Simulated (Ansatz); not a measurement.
# PbSe: the cost of one run

Method: DFT PBE, scalar-relativistic, in Ansatz 0.2.0.

## (1) Starting point

Symmetry: Fm-3m, No. 225, cubic system. The conventional cell has a = 6.124 Å, b = 6.124 Å, c = 6.124 Å, α = 90.00°, β = 90.00°, γ = 90.00°. Pb (site symmetry m-3m) is surrounded by 6 Se at 3.06 Å. Se (site symmetry m-3m) has 6 Pb at 3.06 Å as nearest neighbours.

Structure file:

```xyz
2
Lattice="0.0000 3.0621 3.0621 3.0621 0.0000 3.0621 3.0621 3.0621 0.0000" Properties=species:S:1:pos:R:3 pbc="T T T"
Pb    0.0000    0.0000    0.0000
Se    3.0621    3.0621    3.0621
```

The cell is a deposited one (Crystallography Open Database entry 9008695); the temperature and pressure of the measurement aren't taken into account, and nothing was relaxed.

Atoms are numbered in the order of the input: Pb1, Se2.

## (2) LAPW, all electrons

File input.yaml:

```yaml
crystal:
  lattice:
    - [0.0, 3.06215, 3.06215]
    - [3.06215, 0.0, 3.06215]
    - [3.06215, 3.06215, 0.0]
  atoms:
    - { symbol: Pb, position: [0.0, 0.0, 0.0] }
    - { symbol: Se, position: [0.5, 0.5, 0.5] }
kpoints:
  mp_grid: { grid: [9, 9, 9] }
  band_path:
    path:
      - [0.0, 0.0, 0.0]
      - [0.5, 0.0, 0.5]
      - [0.625, 0.25, 0.625]
      - [0.375, 0.375, 0.75]
      - [0.0, 0.0, 0.0]
      - [0.5, 0.5, 0.5]
      - [0.5, 0.25, 0.75]
      - [0.5, 0.0, 0.5]
    npoints: 14
scf:
  occupations: { method: fermi_dirac, width: 0.01 }
hamiltonian:
  xc: pbe
  pseudopotentials: { kind: all_electron, lapw: { basis_error: 0.00025 } }
output:
  forces: true
  stress: true
  eigenvalues: true
  fatbands: true
  populations: true
  dos: { projected: true, de: 0.2, e_range: [-14, 8] }
```

Command:

```
ansatz run input.yaml --threads 1 --pin off --max-ram 3072MiB --backend cpu --events-out ev --progress --plain --runs-dir out
```

Q: Estimate wall time and peak memory on 1 thread of Intel Xeon 6975P-C (Granite Rapids), shared host.

About 18 s, with a peak of 0.4 GiB.
